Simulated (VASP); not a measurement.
Write the native input for VASP 6.6.1 that does the following.

```
Task                   : dielectric tensor
Functional             : PBE
Potentials or basis    : VASP PAW PBE potentials, release 64 (Li_sv, Cl)
Cutoff                 : 600 eV
k mesh                 : 16 × 16 × 16
Occupations            : gaussian, width 0.03 eV
Spin                   : no spin polarisation
Monkhorst-Pack mesh    : yes
Further INCAR settings : ALGO = Fast; EDIFF = 1e-08
```

The structure of LiCl lies in POSCAR:

```
LiCl                                    
1.0
    0.0000000000      2.5724098370      2.5724098370
    2.5724098370      0.0000000000      2.5724098370
    2.5724098370      2.5724098370      0.0000000000
  Li              Cl            
     1     1
Direct
     0.0000000000000000    0.0000000000000000    0.0000000000000000
     0.5000000000000000    0.5000000000000000    0.5000000000000000
```

These files were run (other wordings do the same):

INCAR

```
SYSTEM = LiCl
ALGO = Fast
EDIFF = 1E-8
ENCUT = 600
GGA = PE
ISIF = 2
ISMEAR = 0
LASPH = .TRUE.
LCHARG = .FALSE.
LEPSILON = .TRUE.
LREAL = .FALSE.
LWAVE = .FALSE.
NELM = 80
PREC = Accurate
SIGMA = 0.03
```

KPOINTS

```
k-points
0
Monkhorst
  16 16 16
  0 0 0
```

Potentials or basis: VASP PAW PBE potentials, release 64 (Li_sv, Cl).

Command:

```console
$ cat potpaw_PBE.64/Li_sv/POTCAR potpaw_PBE.64/Cl/POTCAR > POTCAR
$ mpirun -np 1 vasp_std > vasp.out
```

It gave:

| Item | Value |
| --- | --- |
| Electronic dielectric tensor (diagonal) | 2.96 |
| Born charges (mean of the diagonal) | Li +1.19; Cl -1.19 e |

It took 43 min on 1 thread of Intel(R) Xeon(R) Platinum 8559C (Emerald Rapids), on a shared host, peak memory 0.98 GiB.
